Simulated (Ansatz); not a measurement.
# HgSe (F-43m) in Ansatz: reference runs

How does HgSe come out in PBEsol? The cell is run as given.

Everything below comes from runs of Ansatz 0.2.0. Logs are shortened: lines on timing, memory, paths and dates and some standing lists are left out, and cuts for length are marked.

## Step 1: Starting point

Symmetry: F-43m, No. 216, cubic system. The conventional cell has a = 6.078 Å, b = 6.078 Å, c = 6.078 Å, α = 90.00°, β = 90.00°, γ = 90.00°. Hg (site symmetry -43m) is surrounded by 4 Se at 2.63 Å. Se (site symmetry -43m) has 4 Hg at 2.63 Å as nearest neighbours.

## Step 2: Single point, PBEsol

Contents of input.yaml:

```yaml
crystal:
  lattice:
    - [0.0, 3.039, 3.039]
    - [3.039, 0.0, 3.039]
    - [3.039, 3.039, 0.0]
  atoms:
    - { symbol: Hg, position: [0.0, 0.0, 0.0] }
    - { symbol: Se, position: [0.75, 0.75, 0.75] }
hamiltonian:
  xc: pbesol
  pseudopotentials: { kind: paw }
kpoints:
  mp_grid: { grid: [8, 8, 8] }
scf:
  occupations: { method: fermi_dirac, width: 0.05 }
output:
  forces: true
  stress: true
  eigenvalues: true
```

Potentials or basis: Ansatz PAW.

Launch:

```
$ ansatz run input.yaml --threads 2 --pin off --max-ram 5632MiB --backend cpu --events-out ev --progress --plain --runs-dir out
```

Log:

```text
Warning: RAYON_NUM_THREADS=2 ignored (pool sized by the plan → 2); use --threads N
Engine: ansatz 0.2.0, x86_64-unknown-linux-gnu
Pseudopotentials: kind: paw
Pseudopotential: Hg, paw, valence charge 20, recommended cutoff 420 eV (normal), Hg.paw.azcp
Pseudopotential: Se, paw, valence charge 16, recommended cutoff 420 eV (normal), Se.paw.azcp
Functional definition: PBEsol
  exchange = pbesol_x
  correlation = pbesol_c
Crystal: 2 atoms, lattice volume = 56.133 Å³
Basis set: ecut = 420 eV, 1067 PW (Γ), exchange–correlation on 60×60×60 points (8 copies of the dense FFT grid, shifted against one another)
Bands: 22, of which v1, the nominal top of the filled ones, is band 18 counted from 1 (17 counted from 0)
Symmetry: 24 space group operations
Space group: F-43m (ITA 216), of the structure as read, at distance tolerance 3.8e-5 Å
k-points: 29 of 512 (time reversal used)
Non-local potential: Hg, projectors of the file, l = 0: 3, l = 1: 2, l = 2: 2, l = 3: 1
Non-local potential: Se, projectors of the file, l = 0: 2, l = 1: 2, l = 2: 3, l = 3: 1
PAW form: soft (Blöchl's): semilocal exchange-correlation on the pseudo side does not see the compensation charge
PAW frozen core: Hg, regenerated for the run's functional, and the local potential with it (the file was generated under x = pbe(κ = 0.804, μ = 0.2195149727645171), c = pbe(β = 0.06672455060314922))
PAW frozen core: Se, regenerated for the run's functional, and the local potential with it (the file was generated under x = pbe(κ = 0.804, μ = 0.2195149727645171), c = pbe(β = 0.06672455060314922))
PAW one-centre angular grid: Hg, 590 points (default); XC on 64 Gauss nodes
PAW one-centre angular grid: Se, 590 points (default); XC on 64 Gauss nodes
Initial density: superposition of atomic densities (neutral atoms: chi_scale 0, normalization atom), corrected by the library's trained network
Initial wavefunctions: pseudopotential atomic-orbital guess
Functional: x = pbesol(κ = 0.804, μ = 0.12345679012345678), c = pbesol(β = 0.046)
SCF iter   1: F=—  HF=-19092.623987 eV  |F-HF|=—  |Δ(HF+E_count)|=         —  Δρ=3.37e-3  dr2=1.01e-2  ethr=1.77e-3  ⟨swp⟩=6.0  Hψ=2773  notcnv=0
preconditioner: auto → none  [insulator: Δε(μ)=0.554 eV  Ē_g=11.231 eV  σ=0.050 eV  W_gap=0.74  n_scr=14 (ndim 8)  ℏωp=21.0 eV  f_vac=0.193  D(μ)=0.06/eV (n_scr^D=0)  ε∞_Penn≈4.5]
SCF iter   2: F=—  HF=-19092.621923 eV  |F-HF|=—  |Δ(HF+E_count)|=   2.06e-3  Δρ=1.04e-3  dr2=3.76e-4  ethr=2.80e-5  ⟨swp⟩=2.0  Hψ=1247  notcnv=0
SCF iter   3: F=—  HF=-19092.621992 eV  |F-HF|=—  |Δ(HF+E_count)|=   6.86e-5  Δρ=5.12e-4  dr2=1.01e-4  ethr=1.04e-6  ⟨swp⟩=2.0  Hψ=1045  notcnv=0
SCF iter   4: F=—  HF=-19092.622046 eV  |F-HF|=—  |Δ(HF+E_count)|=   5.44e-5  Δρ=1.79e-4  dr2=1.80e-5  ethr=2.80e-7  ⟨swp⟩=2.0  Hψ=897  notcnv=0
SCF iter   5: F=—  HF=-19092.622056 eV  |F-HF|=—  |Δ(HF+E_count)|=   1.00e-5  Δρ=2.95e-5  dr2=4.02e-7  ethr=5.00e-8  ⟨swp⟩=2.0  Hψ=871  notcnv=0
SCF iter   6: F=-19092.622056 eV  HF=-19092.622056 eV  |F-HF|=4.64e-8  |Δ(HF+E_count)|=   4.35e-7  Δρ=8.90e-6  dr2=2.07e-8  ethr=2.78e-10  ⟨swp⟩=5.7  Hψ=2830  notcnv=0
SCF 1 converged in 6 iterations: F = -19092.622056 eV  dr2 = 2.07e-8
SCF converged after 6 iterations
Free energy (F): -19092.622056 eV
Harris-Foulkes:  -19092.622056 eV  (|F-HF|=4.64e-8)
Internal energy: -19092.621460 eV  (E = F + TS)
E sigma→0 (E₀):  -19092.621758 eV
Entropy (-TS):   -0.000597 eV (-0.298 meV/atom)
Fermi energy:    8.812396 eV
--- Per-component energies (eV) ---
  E_band       = -875.565923
  E_kinetic    = 721.903987
  E_local      = -5781.059547  (includes V_loc(G=0)·N_el)
  E_nonlocal   = -515.648413
  E_hartree    = 2641.821306
  E_xc         = -321.745611
  E_vxc        = -359.108934  (∫ρ·V_xc dr)
  E_paw        = -11668.464321  (= ΣΔE_a)
  E_vpaw       = -225.297947  (= ΣTr[D̂ρ^β])
  E_aug_tail   = 0.000306  (compensation charges beyond the density's cutoff)
  E_ewald      = -4170.766268
  E_core_change = 1.337102  (= ΣΔE_core)
  E_smearing   = -0.000597  (= −TS)
  E_closure    = 0.000000  (closes the sum)
  Σ components = -19092.622056   (vs F -19092.622056, Δ=0.00e0)
--- Forces (eV/Å), atoms counted from 1 ---
  atom   1  Hg    -0.00000000    -0.00000000    -0.00000000
  atom   2  Se     0.00000000     0.00000000    -0.00000000
  max |Σ_I F_I| component: 4.63e-17 eV/Å
--- Stress (GPa, compression-positive) ---
        1.500589      -0.000000      -0.000000
        0.000000       1.500589       0.000000
       -0.000000       0.000000       1.500589
  P = ⅓ Tr σ = 1.5006 GPa (15.006 kbar)
--- Band table (eV; the first three rows and the last of 29) ---
  k-point 0: bands = ["-105.7757", "-54.1877", "-54.1877", "-54.1877", "-38.8148", "-38.8148", "-38.8148", "-38.8113", "-38.8113", "-4.7488", "1.5743", "1.5743", "1.5743", "2.3296", "2.3296", "7.7304", "8.7580", "8.7580", "8.7580", "14.1837", "14.1837", "14.1837"]
  k-point 1: bands = ["-105.7757", "-54.1877", "-54.1877", "-54.1877", "-38.8149", "-38.8148", "-38.8148", "-38.8113", "-38.8113", "-4.6810", "1.6007", "1.6052", "1.6052", "2.3271", "2.3271", "6.8580", "8.5966", "8.5966", "9.3308", "13.8175", "14.4027", "14.4027"]
  k-point 2: bands = ["-105.7757", "-54.1879", "-54.1877", "-54.1877", "-38.8149", "-38.8148", "-38.8148", "-38.8113", "-38.8113", "-4.5122", "1.6737", "1.6737", "1.7391", "2.3323", "2.3323", "5.4666", "8.2367", "8.2367", "9.7634", "14.0118", "14.7913", "14.7913"]
  k-point 28: bands = ["-105.7756", "-54.1880", "-54.1880", "-54.1879", "-38.8150", "-38.8149", "-38.8148", "-38.8113", "-38.8113", "-4.0974", "1.8668", "1.9768", "2.2419", "2.2727", "2.9517", "3.4140", "5.9674", "6.3038", "12.3576", "13.7860", "14.7507", "16.0779"]
```

It took 0.8 s on 2 threads of Intel Xeon 6975P-C (Granite Rapids), shared host; peak memory 0.4 GiB.

Results:

| Item | Value |
| --- | --- |
| Free energy | -19092.6221 eV |
| Pressure | 1.5 GPa |
| Band gap on the k mesh | none (metal or under the smearing width) |

Caveat: the PAW data sets come from PBE, with cores solved anew for the run's functional, which leaves a small shift of forces and pressure. The run has no spin-orbit coupling, so splittings on Hg are missing.
